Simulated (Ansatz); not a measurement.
The cell is WSe2 (P-3m1) from a database of computed structures; cell and atoms were relaxed with r2SCAN+rVV10. Space group P-3m1 (No. 164), trigonal; conventional cell a = 3.300 Å, c = 13.150 Å, 20.66 Å³ an atom. Around W lie 6 Se at 2.53 Å; around Se lie 3 W at 2.53 Å.

```cif
data_structure
_symmetry_space_group_name_H-M 'P-3m1'
_symmetry_Int_Tables_number 164
_cell_length_a 3.2996
_cell_length_b 3.2996
_cell_length_c 13.1496
_cell_angle_alpha 90.000
_cell_angle_beta 90.000
_cell_angle_gamma 120.000
_cell_volume 123.99
loop_
_atom_site_label
_atom_site_type_symbol
_atom_site_symmetry_multiplicity
_atom_site_Wyckoff_symbol
_atom_site_fract_x
_atom_site_fract_y
_atom_site_fract_z
_atom_site_occupancy
W1 W 2 d 0.66667 0.33333 0.25020 1
Se1 Se 2 d 0.33333 0.66667 0.37685 1
Se2 Se 2 d 0.66667 0.33333 0.87645 1
```

The questions ask for values computed with the plane-wave code Ansatz on this geometry. (Simulation; no magnetic order is allowed.)

Problem. What gap does PBE give, and where are the band edges?

Solution. The PBE gap is indirect, 1.04 eV (Γ to K–Γ (0.50 of the way from K)), below the direct gap of 1.50 eV at K.

Problem. Estimate the gap with PBE+SOC on 12×12×2.

Solution. PBE+SOC gives an indirect gap of 0.95 eV, from Γ to K–Γ (0.46 of the way from K); the least direct gap is 1.28 eV at K. The gap differs by -0.09 eV from PBE's.

Problem. How does the gap change from PBE to HSE06 (6×6×2)?

Solution. HSE06 gives an indirect gap of 1.50 eV, from Γ to K–Γ (0.46 of the way from K); the least direct gap is 1.95 eV at K. The gap differs by +0.46 eV from PBE's.

Problem. How does the gap change from PBE to DDH-PBE0 (6×6×2)?

Solution. DDH-PBE0 gives an indirect gap of 1.38 eV, from Γ to K–Γ (0.46 of the way from K); the least direct gap is 1.85 eV at K. The share of exact exchange is 0.081. The gap differs by +0.34 eV from PBE's.

Problem. Order these levels by the gap that they give, smallest first.
A. PBE0
B. PBE
C. LDA
D. DDH-PBE0
E. r2SCANh
F. HSE06
G. r2SCAN

Solution. C (0.96 eV), B (1.04 eV), G (1.14 eV), D (1.38 eV), F (1.50 eV), E (1.58 eV), A (2.15 eV).

Problem. Going by these computed values, what does each step up buy?

Solution. r2SCAN covers 22 % of the step from PBE to HSE06, while HSE06 needs about 12 times r2SCAN's cost (on a coarser mesh). For gaps to 0.1 eV, spin-orbit coupling (up to 0.21 eV here) has to be included. All these functionals give a gap of the same kind, indirect.

Only the levels marked +SOC include spin-orbit coupling.

Where an edge lies off the special points, it is a point of the mesh or the k point where a search put PBE's edge or least direct gap, reused for the other functionals, whose own edges may lie a little apart.

The meshes of the hybrids are coarse, so their gaps aren't converged to the digits shown.
